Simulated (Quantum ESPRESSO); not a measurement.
# O (C2/m) in Quantum ESPRESSO: band structure with PBE

Aim: the band structure of O with PBE.

Program: Quantum ESPRESSO 7.5. These are calculated values, not measurements. Logs are shortened: lines on timing, memory, paths and dates and some standing lists are left out, and cuts for length are marked.

## Step 1: Starting point

It takes space group C2/m (No. 12, monoclinic). The conventional cell has a = 5.703 Å, b = 3.325 Å, c = 4.363 Å, α = 90.00°, β = 123.29°, γ = 90.00°. O (site symmetry m) has 1 O at 1.22 Å as nearest neighbours.

## Step 2: Band structure, PBE

The input, pw.in:

```
&CONTROL
  calculation = 'scf'
  prefix = 'pwscf'
  outdir = './tmp'
  pseudo_dir = './pseudo'
  tprnfor = .true.
  tstress = .true.
  disk_io = 'low'
/
&SYSTEM
  ibrav = 0
  nat = 2
  ntyp = 1
  ecutwfc = 84
  nbnd = 12
  occupations = 'smearing'
  smearing = 'fd'
  degauss = 0.00367493
/
&ELECTRONS
  conv_thr = 4d-10
  electron_maxstep = 120
  mixing_beta = 0.5
/
ATOMIC_SPECIES
O     15.9990 O.upf
CELL_PARAMETERS angstrom
   2.8514028533   -1.6624159400    0.0000000000
   2.8514028533    1.6624159400    0.0000000000
  -2.3944914034    0.0000000000    3.6470501824
ATOMIC_POSITIONS crystal
O      0.9745461700    0.9745461700    0.8444259800
O      0.0254538300    0.0254538300    0.1555740200
K_POINTS automatic
10 10 7 0 0 0
```

The input, bands.in:

```
&CONTROL
  calculation = 'bands'
  prefix = 'pwscf'
  outdir = './tmp'
  pseudo_dir = './pseudo'
  disk_io = 'low'
  verbosity = 'high'
/
&SYSTEM
  ibrav = 0
  nat = 2
  ntyp = 1
  ecutwfc = 84
  nbnd = 12
  occupations = 'smearing'
  smearing = 'fd'
  degauss = 0.00367493
/
&ELECTRONS
  conv_thr = 1d-08
  electron_maxstep = 120
  mixing_beta = 0.5
  diago_full_acc = .true.
/
ATOMIC_SPECIES
O     15.9990 O.upf
CELL_PARAMETERS angstrom
   2.8514028533   -1.6624159400    0.0000000000
   2.8514028533    1.6624159400    0.0000000000
  -2.3944914034    0.0000000000    3.6470501824
ATOMIC_POSITIONS crystal
O      0.9745461700    0.9745461700    0.8444259800
O      0.0254538300    0.0254538300    0.1555740200
K_POINTS crystal
60
 0.0000000000  0.0000000000 -0.5000000000 1
 0.0000000000  0.0000000000 -0.4000000000 1
 0.0000000000  0.0000000000 -0.3000000000 1
 0.0000000000  0.0000000000 -0.2000000000 1
 0.0000000000  0.0000000000 -0.1000000000 1
 0.0000000000  0.0000000000  0.0000000000 1
 0.0625000000  0.0000000000  0.0000000000 1
 0.1250000000  0.0000000000  0.0000000000 1
 0.1875000000  0.0000000000  0.0000000000 1
 0.2500000000  0.0000000000  0.0000000000 1
 0.3125000000  0.0000000000  0.0000000000 1
 0.3750000000  0.0000000000  0.0000000000 1
 0.4375000000  0.0000000000  0.0000000000 1
 0.5000000000  0.0000000000  0.0000000000 1
 0.5000000000  0.0000000000 -0.5000000000 1
 0.4375000000  0.0000000000 -0.4375000000 1
 0.3750000000  0.0000000000 -0.3750000000 1
 0.3125000000  0.0000000000 -0.3125000000 1
 0.2500000000  0.0000000000 -0.2500000000 1
 0.1875000000  0.0000000000 -0.1875000000 1
 0.1250000000  0.0000000000 -0.1250000000 1
 0.0625000000  0.0000000000 -0.0625000000 1
 0.0000000000  0.0000000000  0.0000000000 1
-0.0625000000 -0.0625000000  0.0625000000 1
-0.1250000000 -0.1250000000  0.1250000000 1
-0.1875000000 -0.1875000000  0.1875000000 1
-0.2500000000 -0.2500000000  0.2500000000 1
-0.3125000000 -0.3125000000  0.3125000000 1
-0.3750000000 -0.3750000000  0.3750000000 1
-0.4375000000 -0.4375000000  0.4375000000 1
-0.5000000000 -0.5000000000  0.5000000000 1
-0.5000000000 -0.5000000000  0.0000000000 1
-0.4444444444 -0.4444444444  0.0000000000 1
-0.3888888889 -0.3888888889  0.0000000000 1
-0.3333333333 -0.3333333333  0.0000000000 1
-0.2777777778 -0.2777777778  0.0000000000 1
-0.2222222222 -0.2222222222  0.0000000000 1
-0.1666666667 -0.1666666667  0.0000000000 1
-0.1111111111 -0.1111111111  0.0000000000 1
-0.0555555556 -0.0555555556  0.0000000000 1
 0.0000000000  0.0000000000  0.0000000000 1
 0.0000000000 -0.0555555556  0.0555555556 1
 0.0000000000 -0.1111111111  0.1111111111 1
 0.0000000000 -0.1666666667  0.1666666667 1
 0.0000000000 -0.2222222222  0.2222222222 1
 0.0000000000 -0.2777777778  0.2777777778 1
 0.0000000000 -0.3333333333  0.3333333333 1
 0.0000000000 -0.3888888889  0.3888888889 1
 0.0000000000 -0.4444444444  0.4444444444 1
 0.0000000000 -0.5000000000  0.5000000000 1
 0.0000000000 -0.5000000000  0.0000000000 1
 0.0000000000 -0.4444444444  0.0000000000 1
 0.0000000000 -0.3888888889  0.0000000000 1
 0.0000000000 -0.3333333333  0.0000000000 1
 0.0000000000 -0.2777777778  0.0000000000 1
 0.0000000000 -0.2222222222  0.0000000000 1
 0.0000000000 -0.1666666667  0.0000000000 1
 0.0000000000 -0.1111111111  0.0000000000 1
 0.0000000000 -0.0555555556  0.0000000000 1
 0.0000000000  0.0000000000  0.0000000000 1
```

Potentials or basis: PseudoDojo 0.4.1 SR PBE standard.

Command:

```
> OMP_NUM_THREADS=1 pw.x -in pw.in > pw.out
> OMP_NUM_THREADS=1 pw.x -in bands.in > bands.out
```

pw.out:

```text
This program is part of the open-source Quantum ESPRESSO suite
     for quantum simulation of materials; please cite
         "P. Giannozzi et al., J. Phys.:Condens. Matter 21 395502 (2009);
         "P. Giannozzi et al., J. Phys.:Condens. Matter 29 465901 (2017);
         "P. Giannozzi et al., J. Chem. Phys. 152 154105 (2020);
     in publications or presentations arising from this work. More details at

     Message from routine setup:
     using ibrav=0 with symmetry is DISCOURAGED, use correct ibrav instead

     G-vector sticks info
     --------------------
     sticks:   dense  smooth     PW     G-vecs:    dense   smooth      PW
     Sum         913     913    283                24285    24285    4143

     Using Slab Decomposition

     bravais-lattice index     =            0
     lattice parameter (alat)  =       6.2373  a.u.
     unit-cell volume          =     233.3279 (a.u.)^3
     number of atoms/cell      =            2
     number of atomic types    =            1
     number of electrons       =        12.00
     number of Kohn-Sham states=           12
     kinetic-energy cutoff     =      84.0000  Ry
     charge density cutoff     =     336.0000  Ry
     scf convergence threshold =      4.0E-10
     mixing beta               =       0.5000
     number of iterations used =            8  plain     mixing
     Exchange-correlation= PBE
                           (   1   4   3   4   0   0   0)

     celldm(1)=   6.237277  celldm(2)=   0.000000  celldm(3)=   0.000000
     celldm(4)=   0.000000  celldm(5)=   0.000000  celldm(6)=   0.000000

     crystal axes: (cart. coord. in units of alat)
               a(1) = (   0.863898  -0.503667   0.000000 )
               a(2) = (   0.863898   0.503667   0.000000 )
               a(3) = (  -0.725466   0.000000   1.104957 )

     reciprocal axes: (cart. coord. in units 2 pi/alat)
               b(1) = (  0.578772 -0.992719  0.379996 )
               b(2) = (  0.578772  0.992719  0.379996 )
               b(3) = ( -0.000000  0.000000  0.905012 )

     PseudoPot. # 1 for O  read from file:
     O.upf
     Pseudo is Norm-conserving + core correction, Zval =  6.0
     Generated using ONCVPSP code by D. R. Hamann
     Using radial grid of  936 points,  5 beta functions with:
                l(1) =   0
                l(2) =   0
                l(3) =   1
                l(4) =   1
                l(5) =   2

     atomic species   valence    mass     pseudopotential
     O                 6.00    15.99900     O ( 1.00)

      4 Sym. Ops., with inversion, found

   Cartesian axes

     site n.     atom                  positions (alat units)
         1        O      tau(   1) = (   1.0712143  -0.0000000   0.9330548  )
         2        O      tau(   2) = (  -0.0688847   0.0000000   0.1719027  )

     number of k points=   196  Fermi-Dirac smearing, width (Ry)=  0.0037

     Number of k-points >= 100: set verbosity='high' to print them.

     Dense  grid:    24285 G-vectors     FFT dimensions: (  40,  40,  50)

     Initial potential from superposition of free atoms

     starting charge      12.0000, renormalised to      12.0000
     Starting wfcs are    8 randomized atomic wfcs +    4 random wfcs

     Self-consistent Calculation

     iteration #  1     ecut=    84.00 Ry     beta= 0.50
     Davidson diagonalization with overlap
     ethr =  1.00E-02,  avg # of iterations =  6.0

     Threshold (ethr) on eigenvalues was too large:
     Diagonalizing with lowered threshold

     Davidson diagonalization with overlap
     ethr =  3.58E-04,  avg # of iterations =  1.3

     total energy              =     -65.76759920 Ry
     estimated scf accuracy    <       0.04307516 Ry

     iteration #  2     ecut=    84.00 Ry     beta= 0.50
     Davidson diagonalization with overlap
     ethr =  3.59E-04,  avg # of iterations =  1.0

     total energy              =     -65.77055046 Ry
     estimated scf accuracy    <       0.00357003 Ry

     iteration #  3     ecut=    84.00 Ry     beta= 0.50
     Davidson diagonalization with overlap
     ethr =  2.98E-05,  avg # of iterations =  2.9

     total energy              =     -65.77092184 Ry
     estimated scf accuracy    <       0.00028047 Ry

     iteration #  4     ecut=    84.00 Ry     beta= 0.50
     Davidson diagonalization with overlap
     ethr =  2.34E-06,  avg # of iterations =  2.9

     total energy              =     -65.77093296 Ry
     estimated scf accuracy    <       0.00006661 Ry

     iteration #  5     ecut=    84.00 Ry     beta= 0.50
     Davidson diagonalization with overlap
     ethr =  5.55E-07,  avg # of iterations =  1.0

     total energy              =     -65.77093783 Ry
     estimated scf accuracy    <       0.00000039 Ry

     iteration #  6     ecut=    84.00 Ry     beta= 0.50
     Davidson diagonalization with overlap
     ethr =  3.23E-09,  avg # of iterations =  2.0

     total energy              =     -65.77093789 Ry
     estimated scf accuracy    <       0.00000003 Ry

     iteration #  7     ecut=    84.00 Ry     beta= 0.50
     Davidson diagonalization with overlap
     ethr =  2.91E-10,  avg # of iterations =  1.0

     total energy              =     -65.77093789 Ry
     estimated scf accuracy    <          1.2E-09 Ry

     iteration #  8     ecut=    84.00 Ry     beta= 0.50
     Davidson diagonalization with overlap
     ethr =  1.03E-11,  avg # of iterations =  2.0

     End of self-consistent calculation

     Number of k-points >= 100: set verbosity='high' to print the bands.

     the Fermi energy is    -0.4730 ev

!    total energy              =     -65.77093789 Ry
     estimated scf accuracy    <          9.6E-11 Ry
     smearing contrib. (-TS)   =      -0.00389436 Ry
     internal energy E=F+TS    =     -65.76704353 Ry

     The total energy is F=E-TS. E is the sum of the following terms:
     one-electron contribution =     -41.59038775 Ry
     hartree contribution      =      25.06874219 Ry
     xc contribution           =     -16.17067313 Ry
     ewald contribution        =     -33.07472484 Ry

     convergence has been achieved in   8 iterations

     Forces acting on atoms (cartesian axes, Ry/au):

     atom    1 type  1   force =    -0.01332428   -0.00000000    0.01591416
     atom    2 type  1   force =     0.01332428    0.00000000   -0.01591416

     Total force =     0.029353     Total SCF correction =     0.000029

     Computing stress (Cartesian axis) and pressure

          total   stress  (Ry/bohr**3)                   (kbar)     P=      -25.68
  -0.00001098  -0.00000000   0.00012384           -1.61       -0.00       18.22
  -0.00000000  -0.00020610  -0.00000000           -0.00      -30.32       -0.00
   0.00012384   0.00000000  -0.00030662           18.22        0.00      -45.11

=------------------------------------------------------------------------------=
   JOB DONE.
=------------------------------------------------------------------------------=
```

Wall time 1.9 min (1 thread of Arm Neoverse V1, shared host); peak memory 0.16 GiB.

What came out:

| Property | Result |
| --- | --- |
| Free energy | -894.8592 eV |
| Pressure | -2.6 GPa |
| Largest force | 0.534 eV/Å |
| Band gap on the k mesh | none (metal or under the smearing width) |

Forces in eV/Å, atoms in the order of the input:
```
O   -0.343  0.000  0.409
O    0.343  0.000 -0.409
```

Levels at the corners of the path, in eV from the Fermi level:
```
point  band 3  band 4  band 5  band 6  band 7  band 8  band 9  band 10
    X   -6.98   -6.34   -6.33    0.13    0.32    6.86    8.32    11.99
    Γ   -7.86   -6.25   -6.22   -0.09    0.18    6.73   10.49    14.27
    Y   -7.38   -7.35   -6.38   -0.28    0.13    9.80   10.78    11.28
    L   -7.14   -7.01   -6.52   -0.57    0.14    8.39   10.74    12.50
    Γ   -7.86   -6.25   -6.22   -0.09    0.18    6.73   10.49    14.27
    Z   -7.23   -7.14   -6.47   -0.31    0.06    8.11   10.74    11.83
    N   -7.26   -7.16   -6.59   -0.02    0.37    9.78   10.68    11.56
    Γ   -7.86   -6.25   -6.22   -0.09    0.18    6.73   10.49    14.27
    M   -7.14   -7.01   -6.52   -0.57    0.14    8.39   10.74    12.50
    R   -7.38   -7.35   -6.38   -0.28    0.13    9.80   10.78    11.28
    Γ   -7.86   -6.25   -6.22   -0.09    0.18    6.73   10.49    14.27
```

Caveat: spin is off for a triplet molecule.
